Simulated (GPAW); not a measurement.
Write an ASE script for GPAW 26.7.0 that does the following.

```
Task                : single point
Functional          : PBE
Potentials or basis : GPAW PAW data sets (gpaw-data 1.2.1)
Cutoff              : 500 eV
Basis               : pw
k mesh              : 6 × 6 × 6
Occupations         : fermi-dirac, width 0.05 eV
Spin                : no spin polarisation
Maxiter             : 100
```

The structure of InAs lies in InAs.xyz:

```xyz
2
Lattice="0.0000000000 3.0180000000 3.0180000000 3.0180000000 0.0000000000 3.0180000000 3.0180000000 3.0180000000 0.0000000000" Properties=species:S:1:pos:R:3 pbc="T T T"
In     0.0000000000      0.0000000000      0.0000000000
As     4.5270000000      4.5270000000      4.5270000000
```

One way to write it, as run:

run.py

```python
from ase.dft.bandgap import bandgap
from ase.io import read, write
from ase.units import GPa
from gpaw import GPAW, PW

atoms = read('InAs.xyz')

calc = GPAW(mode=PW(500),
            xc='PBE',
            kpts={'size': (6, 6, 6), 'gamma': True},
            occupations={'name': 'fermi-dirac', 'width': 0.05},
            nbands=18,
            convergence={'density': 1e-05, 'energy': 1e-05},
            maxiter=100,
            txt='gpaw.txt')
atoms.calc = calc
energy = atoms.get_potential_energy()
forces = atoms.get_forces()
stress = atoms.get_stress()
calc.write('gs.gpw')
write('result.traj', atoms)
print(f'Energy: {energy:.6f} eV')
print('Forces (eV/A):')
print(forces.round(4))
print('Stress (GPa):', (stress / GPa).round(3))
print('Fermi level:', round(calc.get_fermi_level(), 4), 'eV')
print(f'Gap: {bandgap(calc)[0]:.4f} eV, direct: {bandgap(calc, direct=True)[0]:.4f} eV')
```

Potentials or basis: GPAW PAW data sets (gpaw-data 1.2.1), pw.

The run is started by

```bash
$ OMP_NUM_THREADS=1 python run.py
```

Results of the run:

```json
{"Pressure": "3.7 GPa", "Band gap on the k mesh": "none (metal or under the smearing width)"}
```

Caveat: the cutoff is short for stress and forces, so pressures can be off by a GPa or more; this crystal is a semiconductor, whose small gap the functional closes, so the metal is an error of the method.

It took 5.4 s on 1 thread of Intel(R) Xeon(R) 6975P-C (Granite Rapids) (shared host), peak memory 0.15 GiB.
